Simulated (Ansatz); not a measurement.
Crystal: CdF2.

```
Cd F
1.0
     0.00000    2.69400    2.69400
     2.69400    0.00000    2.69400
     2.69400    2.69400    0.00000
Cd F
1 2
Direct
  0.00000 0.00000 0.00000
  0.75000 0.75000 0.75000
  0.25000 0.25000 0.25000
```

Base run:

| Quantity | Value |
| --- | --- |
| Program | Ansatz 0.2.0 |
| Functional | PBEsol |
| Potentials or basis | Ansatz PAW |
| Cutoff | 420 eV (not typed: the program's choice for these potentials) |
| k mesh | 7 × 7 × 7 |
| Occupations | fermi-dirac, width 0.05 eV |
| Spin | spin-orbit coupling, no magnetisation |

Its results: band gap on the k mesh 2.99 eV, indirect (least direct gap 3.34 eV); pressure -0.3 GPa.

Q: After a change of settings the same cell gave: band gap on the k mesh 3.16 eV, indirect (least direct gap 3.51 eV); pressure 5.4 GPa. Which change was it?
A. functional from PBEsol to LDA
B. functional from PBEsol to PBE
C. k mesh from 7 × 7 × 7 to 9 × 9 × 9; spin from spin-orbit coupling, no magnetisation to no spin polarisation; potential files from those of the base run to others of the same set

A: B.

PBE binds less tightly than PBEsol, so the same cell stands under more pressure.

Caveats: the k mesh misses the band edges, so the gap on the mesh is wider than the one along the path; the PAW data sets come from PBE, with cores solved anew for the run's functional, which leaves a small shift of forces and pressure (some runs).
